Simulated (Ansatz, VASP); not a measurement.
## ZnS in VASP and in Ansatz

File INCAR:

```
SYSTEM = ZnS
  PREC = Accurate
  ENCUT = 520
  EDIFF = 1E-7
  ISMEAR = 0
  SIGMA = 0.05
  LREAL = .False.
  LASPH = .True.
  NELM = 60
  ALGO = Normal
  ISIF = 2
  LWAVE = .False.
  LCHARG = .False.
  GGA = PE
  NBANDS = 16
```

The input KPOINTS:

```
regular mesh
0
Gamma
  10 10 10
  0 0 0
```

File POSCAR:

```
ZnS
1.0
    0.0000000000      2.7857895000      2.7046500000
    2.7857895000      0.0000000000      2.7046500000
    2.7857895000      2.7857895000      0.0000000000
Zn S
1 1
Direct
    0.0000000000      0.0000000000      0.0000000000
    0.7500000000      0.7500000000      0.7500000000
```

Input for Ansatz:

```yaml
crystal:
  lattice:
    - [0.0, 2.7857895, 2.70465]
    - [2.7857895, 0.0, 2.70465]
    - [2.7857895, 2.7857895, 0.0]
  atoms:
    - { symbol: Zn, position: [0.0, 0.0, 0.0] }
    - { symbol: S, position: [0.75, 0.75, 0.75] }
basis:
  ecutwfc: 420
kpoints:
  mp_grid: { grid: [10, 10, 10] }
hamiltonian:
  xc: pbe
scf:
  occupations: { method: gaussian, width: 0.05 }
output:
  forces: true
  stress: true
  eigenvalues: true
  write_density: true
  write_potential: true
  elf: true
  volumetric_format: npy
```

Change from the starting cell: strain +0.030 along x and y, +0.000 along z, atoms carried along.

Alike in both runs: task single point; functional PBE; k mesh 10 × 10 × 10; occupations gaussian, width 0.05 eV; no spin polarisation.

```csv
,VASP,Ansatz
version,VASP 6.6.1,Ansatz 0.2.0
potentials or method,"VASP PAW PBE potentials, release 64 (Zn, S)","scalar-relativistic, plane waves, PAW"
plane-wave cutoff (eV),520,420
valence electrons in the cell,18,18
```

Ansatz gave:

| Property | Result |
| --- | --- |
| gap on the k mesh at the Fermi level (eV) | 1.78 |
| least direct gap on the mesh (eV) | 1.78 |
| pressure (GPa) | -2.6 |
| largest component of the traceless stress (GPa) | 0.79 |

Task: Which values does VASP return?

Result: gap on the k mesh at the Fermi level (eV): 1.78; least direct gap on the mesh (eV): 1.78; pressure (GPa): -2.5; largest component of the traceless stress (GPa): 0.78.
